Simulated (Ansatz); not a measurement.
Structures of GaN: which is lowest?

Plane-wave DFT in Ansatz with scalar-relativistic PAW potentials, cutoff 420 eV, Γ-centred meshes chosen by cell and gap, Gaussian smearing with energies taken to zero width. Every cell was relaxed (cell and atoms) in a run of its own, within the symmetry of its start. Functional: LDA.

Relaxed structures (starts from databases or built by putting these elements on another compound's sites):
A. F-43m, 2 atoms in the computed cell, a = 4.455 Å; sites (symmetry × multiplicity) Ga -43m × 4, N -43m × 4; start: database
B. Fm-3m, 2 atoms in the computed cell, a = 4.181 Å; sites (symmetry × multiplicity) Ga m-3m × 4, N m-3m × 4; start: database
C. P6_3mc, 4 atoms in the computed cell, a = 3.152 Å, c = 5.138 Å; sites (symmetry × multiplicity) Ga 3m. × 2, N 3m. × 2; start: database

Question: Rank them by energy. Could pressure change the order?

Answer:
| structure | group | E − E(lowest) (meV/atom) | V (Å³/atom) | gap on mesh (eV) |
| --- | --- | --- | --- | --- |
| C | P6_3mc | 0.0 | 11.05 | 2.13 |
| A | F-43m | 5.6 | 11.06 | 1.96 |
| B | Fm-3m | 441 | 9.14 | 0.60 |

C is lowest, 6 meV/atom under A. B is denser by 1.92 Å³/atom, so pressure favours it: ΔE/ΔV, with ΔE in eV and 1 eV/Å³ = 160.2 GPa, gives about 37 GPa for equal enthalpy if both cells were rigid; at such pressures compression changes ΔV much, so this is a scale only. Other structures may lie lower than all of these, and vibrations aren't counted.